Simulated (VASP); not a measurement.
GaSb:

```
Sb Ga
1.0
     0.00000    3.05900    3.05900
     3.05900    0.00000    3.05900
     3.05900    3.05900    0.00000
Sb Ga
1 1
Cartesian
  4.5885 4.5885 4.5885
  0.0000 0.0000 0.0000
```

```yaml
Program: VASP 6.6.1
Task: relaxation of cell and atoms
Functional: PBEsol
Dispersion: D4
Potentials_or_basis: VASP PAW PBE potentials, release 64 (Sb, Ga_d)
Cutoff: 600 eV
k_mesh: 8 × 8 × 8
Occupations: fermi-dirac, width 0.05 eV
Spin: no spin polarisation
```

At the start: pressure -1.4 GPa; volume 28.62 Å³/atom.

How do energy, volume and symmetry change on relaxing?

Over 3 steps the energy falls by 3.3 meV/atom and the volume is 27.87 Å³/atom (-2.6 %); space group F-43m (No. 216, to 0.05 Å).

The path:
```tsv
step	energy change (eV)	largest force (eV/Å)	pressure (GPa)	volume (Å³)
1	0.0000	0.0000	-1.37	57.25
2	-0.0059	0.0000	0.46	55.25
3	-0.0066	0.0000	0.01	55.73
```

Final structure:
```
CELL_PARAMETERS angstrom
0.00000 3.03174 3.03174
3.03174 0.00000 3.03174
3.03174 3.03174 0.00000
ATOMIC_POSITIONS crystal
Sb 0.75000 0.75000 0.75000
Ga 0.00000 0.00000 0.00000
```

Caveat: the PAW data sets were made with another functional, which shifts forces and pressure a little.
